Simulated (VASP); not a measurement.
# MoSe2: relaxation of shape and atoms at fixed volume with LDA

The system is MoSe2.

```
Mo Se
1.0
     3.25181    0.00000    0.00000
    -1.62590    2.81615    0.00000
     0.00000    0.00000   12.73877
Mo Se
2 4
Direct
  0.33333 0.66667 0.25000
  0.66667 0.33333 0.75000
  0.33333 0.66667 0.61965
  0.66667 0.33333 0.11965
  0.33333 0.66667 0.88035
  0.66667 0.33333 0.38035
```

```yaml
Program: VASP 6.6.1
Task: relaxation of shape and atoms at fixed volume
Functional: LDA
Potentials_or_basis: VASP PAW LDA potentials, release 64 (Mo_sv, Se)
Cutoff: 600 eV
k_mesh: 9 × 9 × 2
Occupations: gaussian, width 0.03 eV
Spin: no spin polarisation
Further_INCAR_settings: ALGO = Normal; EDIFF = 1e-07; IBRION = 2; EDIFFG = -0.01; NSW = 40; ISIF = 4
```

The pressure after relaxing is 0.0 GPa and the band gap on the k mesh is 0.83 eV, indirect (least direct gap 1.51 eV).

Final structure:
```
Mo Se
1.0
     3.25181    0.00000    0.00000
    -1.62590    2.81615    0.00000
     0.00000    0.00000   12.73877
Mo Se
2 4
Direct
  0.33333 0.66667 0.25000
  0.66667 0.33333 0.75000
  0.33333 0.66667 0.61965
  0.66667 0.33333 0.11965
  0.33333 0.66667 0.88035
  0.66667 0.33333 0.38035
```

Levels at points of the mesh, in eV from the valence-band top:
| k point | band 22 | band 23 | band 24 | band 25 | band 26 | band 27 | band 28 | band 29 | band 30 | band 31 |
| --- | --- | --- | --- | --- | --- | --- | --- | --- | --- | --- |
| (0.00, 0.00, 0.00) | -1.53 | -1.53 | -1.27 | -0.73 | 0.00 | 2.54 | 2.54 | 2.62 | 2.62 | 2.72 |
| (0.00, 0.00, 0.50) | -1.55 | -1.55 | -1.55 | -0.18 | -0.18 | 2.56 | 2.56 | 2.56 | 2.56 | 2.86 |

Wall time 30 s on 2 MPI ranks on AMD EPYC 9R45 96-Core Processor (Zen 5) (shared host), peak memory 0.25 GiB a rank.

Caveat: the relaxation stopped at its first step, so nothing moved; an odd mesh through Γ misses points on the zone boundary, where band edges often lie. Expect the measured gap to be larger: semilocal functionals such as LDA lack the derivative discontinuity.
